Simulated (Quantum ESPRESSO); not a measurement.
Cl: dielectric tensor with PBE

Crystal: Cl.

```
CELL_PARAMETERS angstrom
3.14500 -2.25000 0.00000
3.14500 2.25000 0.00000
0.00000 0.00000 8.21000
ATOMIC_POSITIONS crystal
Cl 0.37000 0.63000 0.40000
Cl 0.13000 0.87000 0.90000
Cl 0.63000 0.37000 0.60000
Cl 0.87000 0.13000 0.10000
```

```json
{"Program": "Quantum ESPRESSO 7.5", "Task": "dielectric tensor", "Functional": "PBE", "Potentials or basis": "PseudoDojo 0.4.1 SR PBE standard", "Cutoff": "789 eV", "Density cutoff": "3157 eV", "k mesh": "2 × 2 × 2", "Occupations": "fermi-dirac, width 0.05 eV", "Spin": "no spin polarisation", "Mixing beta": "0.5", "Most SCF iterations": "120", "SCF threshold": "8e-10 Ry"}
```

| Quantity | Value |
| --- | --- |
| Pressure | 0.7 GPa |
| Largest force | 0.136 eV/Å |
| Band gap on the k mesh | 2.47 eV, indirect (least direct gap 2.52 eV) |
| Electronic dielectric tensor (diagonal) | 2.38, 2.98, 4.32 |
| Born charges (mean of the diagonal) | Cl -0.05 e |

Forces in eV/Å, atoms in the order of the input:
```
Cl   0.000 -0.076  0.112
Cl   0.000  0.076  0.112
Cl   0.000  0.076 -0.112
Cl   0.000 -0.076 -0.112
```

Stress tensor (GPa, compression positive):
```
 2.10  0.00  0.00
 0.00  0.80  0.00
 0.00  0.00 -0.67
```

Levels at points of the mesh, in eV from the valence-band top:
| k point | band 11 | band 12 | band 13 | band 14 | band 15 | band 16 | band 17 | band 18 |
| --- | --- | --- | --- | --- | --- | --- | --- | --- |
| (0.00, 0.00, 0.00) | -0.70 | -0.40 | -0.15 | -0.06 | 2.47 | 3.03 | 6.91 | 7.52 |
| (0.00, 0.00, -0.50) | -0.65 | -0.65 | -0.10 | -0.10 | 2.67 | 2.67 | 7.46 | 7.46 |
| (0.00, -0.50, 0.00) | -0.51 | -0.51 | -0.15 | -0.15 | 2.85 | 2.85 | 8.30 | 8.30 |
| (0.00, -0.50, -0.50) | -0.43 | -0.43 | -0.01 | -0.01 | 2.75 | 2.75 | 8.52 | 8.52 |
| (-0.50, -0.50, 0.00) | -0.96 | -0.90 | -0.36 | 0.00 | 2.55 | 2.74 | 8.57 | 8.66 |
| (-0.50, -0.50, -0.50) | -0.70 | -0.70 | -0.46 | -0.46 | 2.57 | 2.57 | 8.93 | 8.93 |

Electronic dielectric tensor:
```
2.38 0.00 0.00
0.00 2.98 0.00
0.00 0.00 4.32
```

Born effective charge tensors (e):
atom 1, Cl
```
-0.12  0.00  0.00
 0.00 -0.01 -0.28
 0.00 -0.42 -0.01
```
atom 2, Cl
```
-0.12  0.00  0.00
 0.00 -0.01  0.28
 0.00  0.42 -0.01
```
atom 3, Cl
```
-0.12  0.00  0.00
 0.00 -0.01 -0.28
 0.00 -0.42 -0.01
```
atom 4, Cl
```
-0.12  0.00  0.00
 0.00 -0.01  0.28
 0.00  0.42 -0.01
```

It took 2.4 min on 1 thread of Arm Neoverse V1 (shared host), peak memory 0.11 GiB.

Caveat: the k mesh is coarse (spacing up to 0.86 Å⁻¹), so the values aren't converged; the mesh is thin for the dielectric tensor, Born charges and intensities, which usually come out too large; on a mesh that holds Γ this program's dielectric tensor can be off by some percent beyond the error of the mesh; the Born charges break their sum rule by 0.19 e, a sign of too thin a mesh. A k mesh can miss the band edges.
